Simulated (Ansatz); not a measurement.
## NMR crystallography of Al2O3 with hydrogen replacing O: given against relaxed positions

Start: a supercell of Al2O3 (corundum type, R-3c) built from a measured structure from the Crystallography Open Database (COD), with all atoms left at the host's positions.

Space group C2 (No. 5); a = 10.2604, b = 9.5210, c = 6.9987 Å, β = 95.85°.

| site | Wyckoff | site symmetry | x | y | z |
| --- | --- | --- | --- | --- | --- |
| Al1 | 4c | 1 | 0.3522 | 0.0000 | 0.3978 |
| Al2 | 4c | 1 | 0.8522 | 0.0000 | 0.3978 |
| Al3 | 4c | 1 | 0.6022 | 0.2500 | 0.8978 |
| Al4 | 4c | 1 | 0.6022 | 0.7500 | 0.8978 |
| Al9 | 4c | 1 | 0.6478 | 0.0000 | 0.1022 |
| Al10 | 4c | 1 | 0.1478 | 0.0000 | 0.1022 |
| Al11 | 4c | 1 | 0.3978 | 0.7500 | 0.6022 |
| Al12 | 4c | 1 | 0.3978 | 0.2500 | 0.6022 |
| H | 2a | 2 | 0.5000 | 0.0967 | 0.0000 |
| O18 | 2a | 2 | 0.5000 | 0.5967 | 0.0000 |
| O19 | 4c | 1 | 0.2500 | 0.8467 | 0.5000 |
| O21 | 4c | 1 | 0.6733 | 0.0767 | 0.3467 |
| O22 | 4c | 1 | 0.1733 | 0.0767 | 0.3467 |
| O23 | 4c | 1 | 0.4233 | 0.8267 | 0.8467 |
| O24 | 4c | 1 | 0.4233 | 0.3267 | 0.8467 |
| O29 | 2b | 2 | 0.5000 | 0.9033 | 0.5000 |
| O30 | 2b | 2 | 0.5000 | 0.4033 | 0.5000 |
| O31 | 4c | 1 | 0.7500 | 0.1533 | 0.0000 |
| O33 | 4c | 1 | 0.3267 | 0.9233 | 0.1533 |
| O34 | 4c | 1 | 0.8267 | 0.9233 | 0.1533 |
| O35 | 4c | 1 | 0.5767 | 0.1733 | 0.6533 |
| O36 | 4c | 1 | 0.5767 | 0.6733 | 0.6533 |

One atom of each set is listed; the run and its k-mesh use a cell of 40 atoms with edges of 7.00, 7.00, 7.00 Å.

Level of theory: DFT, PBE, plane waves and PAW, scalar-relativistic, 420 eV cutoff, Γ-centred 3×3×3 k-points, Fermi–Dirac smearing 0.01 eV, cell charge +1 (Ansatz 0.2.0).

The largest force at the start is 2.5 eV/Å. Relaxing the ions at fixed cell moves them by 0.101 Å at most (atom 17, H) and 0.041 Å rms.

| site | moved (Å) | first shell before | first shell after | V_zz before (10²¹ V/m²) | η before |
| --- | --- | --- | --- | --- | --- |
| Al2 | 0.036 | 6 O at 1.85–1.97 Å | 6 O at 1.85–1.99 Å | 0.61 | 0.27 |
| Al3 | 0.097 | 5 O at 1.85–1.97 Å, 1 H at 1.97 Å | 5 O at 1.80–1.95 Å, 1 H at 2.15 Å | 2.00 | 0.21 |
| Al9 | 0.079 | 5 O at 1.85–1.97 Å, 1 H at 1.85 Å | 5 O at 1.84–1.95 Å, 1 H at 1.88 Å | 2.88 | 0.23 |
| Al10 | 0.026 | 6 O at 1.85–1.97 Å | 6 O at 1.84–2.01 Å | 0.73 | 0.65 |
| H | 0.101 | 4 Al at 1.85–1.97 Å | 4 Al at 1.88–2.15 Å | -0.51 | 0.70 |
| O23 | 0.014 | 4 Al at 1.85–1.97 Å | 4 Al at 1.84–1.98 Å | -3.36 | 0.88 |
| O24 | 0.064 | 4 Al at 1.85–1.97 Å | 4 Al at 1.87–1.95 Å | -4.83 | 0.47 |
| O31 | 0.037 | 4 Al at 1.85–1.97 Å | 4 Al at 1.84–2.01 Å | 5.15 | 0.94 |
| O33 | 0.020 | 4 Al at 1.85–1.97 Å | 4 Al at 1.86–1.98 Å | -2.47 | 0.76 |
| O35 | 0.040 | 4 Al at 1.85–1.97 Å | 4 Al at 1.83–2.01 Å | -4.31 | 0.64 |

Question: How do the gradients change?

Answer: 

```tsv
site	V_zz after	η after	change of V_zz
Al2	0.51	0.62	-0.10
Al3	1.95	0.07	-0.05
Al9	2.21	0.25	-0.67
Al10	1.03	0.63	+0.30
H	0.49	0.89	–
O23	-3.50	0.63	-0.14
O24	-4.32	0.34	+0.51
O31	-4.60	0.73	–
O33	-3.15	0.54	-0.68
O35	-3.87	0.59	+0.44
```

The largest change of V_zz along a kept axis is on O33, from -2.47 to -3.15. The whole tensor moves most on O31, by 1.25 along its most changed direction. In per cent, |V_zz| changes by -23 to +41 on Al, -10 to +27 on O (all sites that start above 0.5, bar those whose gradient vanishes or changes sign or whose main axis turns by over 40°). Where |V_zz| stays above 0.1 and the axes keep their order, η moves most on Al2, from 0.27 to 0.62. On O31, H the largest principal value lies along another axis in the second run, so the two V_zz can't be compared directly. The table leaves out 12 of the 22 sites, with |V_zz| up to 4.53; their tensors move by 0.78 at most along any direction. The statements above cover all sites.

The defect repeats with the cell of 40 atoms, so it feels its images: sites between two images don't show the values beside a lone defect, and zeros or small values of η there can come from the images' arrangement. Al and O carry a gradient in the pure host already, so the values there aren't the defect's effect alone. A uniform background compensates the cell's charge.
Before: The cell keeps the host's lattice, where the PBE pressure is 9 GPa (in a charged cell this depends on the convention for the mean potential). The neighbours have not yet relaxed around the defect (largest force 2.5 eV/Å), so a real crystal will differ.
After: The relaxation keeps the site symmetry 2 of the start, so the impurity can move only along its axis; a start off the site could end lower. The cell keeps the host's lattice, where the PBE pressure is 10 GPa (in a charged cell this depends on the convention for the mean potential).
